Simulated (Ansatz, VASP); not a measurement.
# One calculation of Mg, two programs

```
CELL_PARAMETERS angstrom
0.00000 2.19844 2.19844
2.19844 0.00000 2.19844
2.19844 2.19844 0.00000
ATOMIC_POSITIONS crystal
Mg 0.00000 0.00000 0.00000
```

Change from the starting cell: volume scaled by 0.94.

Alike in both runs: task single point; functional PBE; k mesh 10 × 10 × 10; occupations fermi-dirac, width 0.05 eV; no spin polarisation.

|  | VASP | Ansatz |
| --- | --- | --- |
| version | VASP 6.6.1 | Ansatz 0.2.0 |
| potentials or method | VASP PAW PBE potentials, release 64 (Mg), cutoff 520 eV | all-electron LAPW, scalar-relativistic |

```tsv
	VASP	Ansatz	Ansatz less VASP
gap on the k mesh at the Fermi level (eV)	none	none	-
pressure (GPa)	3.4	3.5	+0.09
```

A gap of «none» marks a metal or a gap that the smearing closes. Ansatz ran all-electron here, so the differences hold the error of VASP's frozen core and of both bases.
